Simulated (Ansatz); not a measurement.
The system is HfO2.

```
Hf O
1.0
     0.00000    2.55750    2.55750
     2.55750    0.00000    2.55750
     2.55750    2.55750    0.00000
Hf O
1 2
Direct
  0.00000 0.00000 0.00000
  0.75000 0.75000 0.75000
  0.25000 0.25000 0.25000
```

Measurements of this composition are mostly on another form, of space group No. 14.

```yaml
Program: Ansatz 0.2.0
Task: relaxation of cell and atoms
Functional: BLYP
Potentials_or_basis: Ansatz PAW
Cutoff: "420 eV (not typed: the program's choice for these potentials)"
k_mesh: 9 × 9 × 9
Occupations: fermi-dirac, width 0.05 eV
Spin: no spin polarisation
```

At the start: volume 11.15 Å³/atom.

Problem. How do energy, volume and symmetry change on relaxing?

Solution. It ends after 6 steps and the volume is 11.34 Å³/atom (+1.7 %); space group Fm-3m (No. 225, to 0.05 Å).

Step by step:
| step | energy change (eV) | largest force (eV/Å) | volume (Å³) |
| --- | --- | --- | --- |
| 1 | 0.0000 | 0.0000 | 33.46 |
| 2 | -0.0019 | 0.0000 | 34.12 |
| 3 | -0.0032 | 0.0000 | 33.99 |
| 4 | -0.0070 | 0.0000 | 33.99 |
| 5 | -0.0069 | 0.0000 | 34.01 |
| 6 | -0.0069 | 0.0000 | 34.01 |

Final structure:
```
CELL_PARAMETERS angstrom
0.00000 2.57162 2.57162
2.57162 0.00000 2.57162
2.57162 2.57162 0.00000
ATOMIC_POSITIONS crystal
Hf 0.00000 0.00000 0.00000
O 0.75000 0.75000 0.75000
O 0.25000 0.25000 0.25000
```

Caveat: the plane-wave basis is chosen anew once the cell has moved, so the energies of steps on either side of that aren't comparable; the pressure holds a Pulay correction of +1.0 GPa for the finite cutoff; the PAW data sets come from PBE, with cores solved anew for the run's functional, which leaves a small shift of forces and pressure.
